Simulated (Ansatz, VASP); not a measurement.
## One calculation of HfO2, two programs

Contents of INCAR:

```
SYSTEM = HfO2
PREC = Accurate
ENCUT = 520
EDIFF = 1E-6
ISMEAR = 0
SIGMA = 0.05
LREAL = .FALSE.
LASPH = .TRUE.
NELM = 80
ALGO = Normal
ISIF = 2
LWAVE = .FALSE.
LCHARG = .FALSE.
GGA = PE
NBANDS = 18
```

Contents of KPOINTS:

```
regular mesh
0
G
  8 8 8
  0 0 0
```

POSCAR

```
HfO2
1.0
    0.0000000000      2.5934098614      2.5934098614
    2.5488057606      0.0446041008      2.5488057606
    2.5488057606      2.5488057606      0.0446041008
Hf O
1 2
Direct
    0.0000000000      0.0000000000      0.0000000000
    0.2500000000      0.2500000000      0.2500000000
    0.7500000000      0.7500000000      0.7500000000
```

Input for Ansatz:

```yaml
crystal:
  lattice:
    - [0.0, 2.5934098614, 2.5934098614]
    - [2.5488057606, 0.0446041008, 2.5488057606]
    - [2.5488057606, 2.5488057606, 0.0446041008]
  atoms:
    - { symbol: Hf, position: [0.0, 0.0, 0.0] }
    - { symbol: O, position: [0.25, 0.25, 0.25] }
    - { symbol: O, position: [0.75, 0.75, 0.75] }
basis:
  ecutwfc: 420
kpoints:
  mp_grid: { grid: [8, 8, 8] }
hamiltonian:
  xc: pbe
scf:
  occupations: { method: gaussian, width: 0.05 }
output:
  forces: true
  stress: true
  eigenvalues: true
```

Change from the starting cell: strain +0.0350 x Voigt [0, 0, 0, 1, 0, 0], atoms carried along.

Alike in both runs: task single point; functional PBE; k mesh 8 × 8 × 8; occupations gaussian, width 0.05 eV; no spin polarisation.

|  | VASP | Ansatz |
| --- | --- | --- |
| version | VASP 6.6.1 | Ansatz 0.2.0 |
| potentials or method | VASP PAW PBE potentials, release 64 (Hf_pv, O) | scalar-relativistic, plane waves, PAW |
| plane-wave cutoff (eV) | 520 | 420 |
| valence electrons in the cell | 22 | 38 |

Ansatz gave:

* gap on the k mesh at the Fermi level (eV): 3.75
* least direct gap on the mesh (eV): 3.75
* pressure (GPa): 0.3
* largest component of the traceless stress (GPa): 3.10
* rms of the force components (eV/Å): 0.111

**Question.** Estimate VASP's values.

**Answer.** gap on the k mesh at the Fermi level (eV): 3.77; least direct gap on the mesh (eV): 3.77; pressure (GPa): -3.3; largest component of the traceless stress (GPa): 2.94; rms of the force components (eV/Å): 0.101.

Atom by atom the forces differ by 0.010 eV/Å (rms over components). The two sets of potentials don't hold the same shells in valence.

Caveats: spin-orbit coupling is left out, which moves the levels of the heavy elements. A k mesh can miss the band edges.
